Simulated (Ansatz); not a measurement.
**Eigenvalues along a path: GaN (CsCl type)**

```yaml
crystal:
  lattice:
    - [2.74320, 0.00000, 0.00000]
    - [0.00000, 2.74320, 0.00000]
    - [0.00000, 0.00000, 2.74320]
  atoms:
    - { symbol: Ga, position: [0.00000, 0.00000, 0.00000] }
    - { symbol: N, position: [0.50000, 0.50000, 0.50000] }
```

The cell comes from a relaxation on PAW files under the same functional, begun from a prototype that needn't be the stable phase.

All numbers are PBE results (scalar-relativistic) from Ansatz 0.2.0, with a Γ-centred 14×14×14 k mesh, Fermi–Dirac smearing of 0.08 eV, no spin polarisation. Methods: LAPW: all electrons, basis error target 1 meV/atom.

Path points, in fractions of the reciprocal vectors: Γ (0.000, 0.000, 0.000), X (0.000, 0.500, 0.000), M (0.500, 0.500, 0.000), R (0.500, 0.500, 0.500). The distance column jumps between branches of the path. Levels in eV from the Fermi level; bands 6 to 16, counted from the lowest band of the run. The gap is zero, the pressure 0.11 GPa.

```
# k(1/Å) point b6 b7 b8 b9 b10 b11 b12 b13 b14 b15 b16
0.000 Γ -16.97 -15.30 -15.30 -14.81 -14.81 -14.81 -1.85 -1.26 -1.26 -1.26 9.87
0.164 - -16.89 -15.30 -15.29 -14.82 -14.82 -14.81 -2.79 -1.21 -1.21 -0.53 9.74
0.327 - -16.67 -15.30 -15.24 -14.84 -14.84 -14.80 -4.11 -1.04 -1.04 0.26 9.26
0.491 - -16.30 -15.29 -15.18 -14.88 -14.88 -14.80 -5.50 -0.79 -0.79 0.96 8.45
0.654 - -15.83 -15.28 -15.10 -14.91 -14.91 -14.80 -6.85 -0.49 -0.49 1.63 7.45
0.818 - -15.35 -15.27 -15.00 -14.95 -14.95 -14.80 -8.03 -0.20 -0.20 2.33 6.39
0.982 - -15.26 -15.10 -14.97 -14.97 -14.79 -14.75 -8.88 0.01 0.01 3.04 5.43
1.145 X -15.26 -15.05 -14.98 -14.98 -14.79 -14.59 -9.21 0.09 0.09 3.48 4.90
1.309 - -15.25 -15.13 -15.04 -14.98 -14.80 -14.38 -9.13 -0.44 0.11 3.91 4.59
1.472 - -15.33 -15.22 -15.00 -14.97 -14.82 -13.99 -8.88 -1.56 0.16 3.67 4.78
1.636 - -15.51 -15.19 -14.96 -14.92 -14.85 -13.53 -8.47 -2.83 0.23 2.29 5.70
1.800 - -15.64 -15.16 -14.95 -14.88 -14.84 -13.02 -7.89 -4.05 0.31 0.72 6.58
1.963 - -15.73 -15.14 -14.94 -14.90 -14.76 -12.52 -7.19 -5.09 -0.79 0.39 7.37
2.127 - -15.79 -15.13 -14.93 -14.92 -14.70 -12.12 -6.47 -5.83 -2.02 0.44 7.97
2.290 M -15.81 -15.12 -14.93 -14.93 -14.68 -11.97 -6.11 -6.11 -2.55 0.46 8.22
2.522 - -15.77 -15.13 -14.93 -14.92 -14.72 -12.29 -6.42 -5.92 -1.53 0.42 7.72
2.753 - -15.69 -15.16 -14.92 -14.91 -14.82 -13.12 -6.62 -5.38 0.27 0.62 6.67
2.985 - -15.63 -15.19 -14.96 -14.90 -14.88 -14.09 -6.31 -4.54 -0.02 2.72 5.95
3.216 - -15.85 -15.23 -15.10 -14.87 -14.85 -14.73 -5.57 -3.52 -0.42 2.80 7.21
3.447 - -16.39 -15.26 -15.21 -14.85 -14.84 -14.83 -4.48 -2.46 -0.84 1.57 9.15
3.679 - -16.82 -15.29 -15.28 -14.82 -14.82 -14.81 -3.13 -1.60 -1.15 0.07 9.75
3.910 Γ -16.97 -15.30 -15.30 -14.81 -14.81 -14.81 -1.85 -1.26 -1.26 -1.26 9.87
4.193 - -16.74 -15.28 -15.28 -14.82 -14.82 -14.82 -3.36 -1.54 -1.54 0.55 9.79
4.477 - -16.14 -15.20 -15.20 -14.87 -14.87 -14.79 -4.70 -2.18 -2.18 2.51 9.26
4.760 - -15.62 -15.09 -15.09 -14.94 -14.94 -14.29 -5.55 -2.84 -2.84 3.32 7.87
5.044 - -15.49 -15.05 -15.05 -14.93 -14.93 -13.20 -5.82 -3.26 -3.26 2.49 5.84
5.327 - -15.40 -15.14 -15.14 -14.80 -14.80 -12.23 -5.25 -3.33 -3.33 1.37 3.78
5.610 - -15.30 -15.21 -15.21 -14.71 -14.71 -11.83 -3.85 -3.12 -3.12 0.91 2.17
5.894 R -15.24 -15.24 -15.24 -14.67 -14.67 -11.76 -2.96 -2.96 -2.96 1.53 1.53
6.125 - -15.28 -15.23 -15.21 -14.71 -14.69 -11.80 -3.56 -3.31 -2.84 0.82 1.77
6.356 - -15.38 -15.19 -15.14 -14.80 -14.72 -11.97 -4.96 -3.74 -2.52 0.72 2.50
6.588 - -15.47 -15.14 -15.04 -14.92 -14.78 -12.37 -6.44 -3.67 -2.01 1.23 3.68
6.819 - -15.49 -15.08 -15.05 -14.95 -14.85 -12.97 -7.67 -3.02 -1.35 2.12 5.26
7.051 - -15.41 -15.16 -15.03 -14.96 -14.85 -13.63 -8.54 -1.92 -0.67 3.25 5.59
7.282 - -15.23 -15.20 -15.03 -14.99 -14.81 -14.23 -9.05 -0.65 -0.13 4.28 4.36
7.513 X -15.26 -15.05 -14.98 -14.98 -14.79 -14.59 -9.21 0.09 0.09 3.48 4.90
9.133 R -15.24 -15.24 -15.24 -14.67 -14.67 -11.76 -2.96 -2.96 -2.96 1.53 1.53
9.296 - -15.27 -15.23 -15.23 -14.70 -14.67 -11.77 -3.24 -3.24 -2.81 0.76 1.94
9.460 - -15.35 -15.19 -15.19 -14.76 -14.68 -11.81 -3.89 -3.89 -2.39 -0.25 2.95
9.624 - -15.47 -15.13 -15.13 -14.85 -14.68 -11.86 -4.59 -4.59 -1.77 -1.10 4.25
9.787 - -15.60 -15.06 -15.06 -14.95 -14.68 -11.90 -5.22 -5.22 -1.75 -1.02 5.62
9.951 - -15.71 -15.04 -14.99 -14.99 -14.68 -11.94 -5.70 -5.70 -2.20 -0.30 6.90
10.114 - -15.78 -15.10 -14.95 -14.95 -14.68 -11.96 -6.01 -6.01 -2.47 0.26 7.85
10.278 M -15.81 -15.12 -14.93 -14.93 -14.68 -11.97 -6.11 -6.11 -2.55 0.46 8.22
```
